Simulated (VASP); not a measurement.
**A VASP 6.6.1 single-point calculation on KI**

INCAR

```
GGA = PE
NSW = 0
ISIF = 2
ENCUT = 520
LWAVE = .FALSE.
LASPH = .TRUE.
LCHARG = .FALSE.
IBRION = -1
PREC = Accurate
LREAL = .FALSE.
NELECT = 15.98
NBANDS = 32
ISMEAR = -1
EDIFF = 1E-7
SIGMA = 0.02
NELM = 120
```

KPOINTS

```
KPOINTS created by Atomic Simulation Environment
0
Gamma
4 4 4
0 0 0
```

POSCAR

```
K  I
 1.0000000000000000
     4.3563097475000001    0.0000000000000000    0.0000000000000000
     0.0000000000000000    4.2910852517000002    0.0000000000000000
     0.0000000000000000    0.0000000000000000    4.2910852517000002
 K   I
   1   1
Cartesian
  0.0000000000000000  0.0000000000000000  0.0000000000000000
  2.1781548737500005  2.1455426258500006  2.1455426258500006
```

The recommended PBE PAW datasets give the neutral cell 16 valence electrons.

Command

```
mpirun -np 1 vasp_std
```

OSZICAR

```
N       E                     dE             d eps       ncg     rms          rms(c)
DAV:   1     0.103715548770E+03    0.10372E+03   -0.55355E+03  1152   0.404E+02
DAV:   2    -0.432236378722E+00   -0.10415E+03   -0.96140E+02  1416   0.134E+02
DAV:   3    -0.533910558888E+01   -0.49069E+01   -0.48588E+01  1544   0.236E+01
DAV:   4    -0.553188381642E+01   -0.19278E+00   -0.19254E+00  1720   0.405E+00
DAV:   5    -0.553308734704E+01   -0.12035E-02   -0.12035E-02  1504   0.341E-01    0.259E+00
DAV:   6    -0.544852724701E+01    0.84560E-01   -0.19339E-02  1352   0.779E-01    0.183E+00
DAV:   7    -0.542941454932E+01    0.19113E-01   -0.39376E-02  1520   0.800E-01    0.688E-01
DAV:   8    -0.543146179089E+01   -0.20472E-02   -0.67701E-03  1456   0.329E-01    0.194E-01
DAV:   9    -0.543169560713E+01   -0.23382E-03   -0.45231E-04  1504   0.798E-02    0.699E-02
DAV:  10    -0.543172605666E+01   -0.30450E-04   -0.48254E-05  1440   0.223E-02    0.268E-02
DAV:  11    -0.543175064082E+01   -0.24584E-04   -0.33708E-05  1360   0.184E-02    0.215E-02
DAV:  12    -0.543175042529E+01    0.21553E-06   -0.64697E-07  1464   0.275E-03    0.194E-02
DAV:  13    -0.543174922011E+01    0.12052E-05   -0.83793E-07  1344   0.325E-03    0.741E-03
DAV:  14    -0.543174944414E+01   -0.22403E-06   -0.98217E-08  1464   0.991E-04    0.395E-03
DAV:  15    -0.543174966261E+01   -0.21847E-06   -0.92272E-09  1008   0.289E-04    0.662E-04
DAV:  16    -0.543174961152E+01    0.51089E-07   -0.27391E-09   808   0.189E-04
   1 F= -.54317496E+01 E0= -.54313307E+01  d E =-.837772E-03
```

From OUTCAR

```
k-points           NKPTS =     18   k-points in BZ     NKDIM =     18   number of bands    NBANDS=     32

   NELECT =      15.9800    total number of electrons

   dimension x,y,z NGX =    32 NGY =   32 NGZ =   32
   dimension x,y,z NGXF=    64 NGYF=   64 NGZF=   64

  energy-cutoff  :      520.00
  volume of cell :       80.21
      direct lattice vectors                 reciprocal lattice vectors
     4.356309748  0.000000000  0.000000000     0.229552088  0.000000000  0.000000000
     0.000000000  4.291085252  0.000000000     0.000000000  0.233041280  0.000000000
     0.000000000  0.000000000  4.291085252     0.000000000  0.000000000  0.233041280

 k-points in reciprocal lattice and weights: KPOINTS created by Atomic Simulation Env
   0.00000000  0.00000000  0.00000000       0.016
   0.25000000  0.00000000  0.00000000       0.031
   0.50000000  0.00000000  0.00000000       0.016
   0.00000000  0.25000000  0.00000000       0.062
   0.25000000  0.25000000  0.00000000       0.125
   0.50000000  0.25000000  0.00000000       0.062
   0.00000000  0.50000000  0.00000000       0.031
   0.25000000  0.50000000  0.00000000       0.062
   ...

 E-fermi :   0.8160

 k-point     1 :       0.0000    0.0000    0.0000
  band No.  band energies     occupation
      1     -28.5923      2.00000
      2     -12.0454      2.00000
      3     -12.0453      2.00000
      4     -12.0453      2.00000
      5     -10.3470      2.00000
      6       0.3612      2.00000
      7       0.4568      2.00000
      8       0.4568      2.00000
      9       4.0876      0.00000
     10       5.5639      0.00000
     11       5.6226      0.00000
     12       9.1344      0.00000
     13       9.1344      0.00000
     14       9.2311      0.00000
     15      11.1516      0.00000
     16      11.3033      0.00000
     17      12.9315      0.00000
     18      13.0731      0.00000
     19      13.0731      0.00000
     20      14.3625      0.00000
     21      14.4976      0.00000
     22      14.4976      0.00000
     23      14.5083      0.00000
     24      14.5083      0.00000
     25      14.5187      0.00000
     26      18.2793      0.00000
     27      19.4537      0.00000
     28      19.5021      0.00000
     29      19.6107      0.00000
     30      23.8171      0.00000
     31      24.0885      0.00000
     32      24.0885      0.00000

 ...

  Total       -0.0701794      0.1016520      0.1016520     -0.0000000      0.0000000      0.0000000
  in kB       -1.4017381      2.0303617      2.0303617     -0.0000000      0.0000000      0.0000000
  external PRESSURE =       0.8863284 kB  Pullay stress =       0.0000000 kB

 POSITION                                       TOTAL-FORCE (eV/Angst)
 -----------------------------------------------------------------------------------
      0.00000      0.00000      0.00000         0.000000      0.000000      0.000000
      2.17815      2.14554      2.14554         0.000000      0.000000      0.000000
 -----------------------------------------------------------------------------------
    total drift:                                0.000000     -0.000000     -0.000000

  FREE ENERGIE OF THE ION-ELECTRON SYSTEM (eV)
  ---------------------------------------------------
  free  energy   TOTEN  =        -5.4317496115 eV

  energy  without entropy=       -5.4309118392  energy(sigma->0) =       -5.43133073
```

It converged. Results: pressure 0.1 GPa.

The cell is charged and sits in a uniform background.

For comparison, a separate PBE run of the intended cell, on usual settings and not on those above, gives a gap of 3.26 eV on its mesh and a pressure of 0.3 GPa.

The run above took about 29 s on one core of a shared host (Intel Xeon Platinum 8488C) and held 0.19 GiB at most.
